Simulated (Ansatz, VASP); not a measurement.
## Two plane-wave programs on LiF

```
CELL_PARAMETERS angstrom
0.00000 1.95418 1.95418
1.95418 0.00000 1.95418
1.95418 1.95418 0.00000
ATOMIC_POSITIONS crystal
Li 0.00000 0.00000 0.00000
F 0.50000 0.50000 0.50000
```

Alike in both runs: task single point; functional r2SCAN; k mesh 10 × 10 × 10; occupations gaussian, width 0.02 eV; no spin polarisation.

```csv
,VASP,Ansatz
version,VASP 6.6.1,Ansatz 0.2.0
potentials or method,"VASP PAW PBE potentials, release 64 (Li_sv, F)","scalar-relativistic, plane waves, PAW"
plane-wave cutoff (eV),520,500
valence electrons in the cell,10,10
```

|  | VASP | Ansatz | Ansatz less VASP |
| --- | --- | --- | --- |
| gap on the k mesh at the Fermi level (eV) | 11.18 | 10.95 | -0.232 |
| least direct gap on the mesh (eV) | 11.18 | 10.95 | -0.232 |

With one functional, cell and mesh, what is left measures potentials, basis and numerics.

Caveats: the PAW data sets were made with another functional, which shifts forces and pressure a little (VASP). r2SCAN opens gaps a little over a GGA but as a rule still falls short of measured ones. A k mesh can miss the band edges.
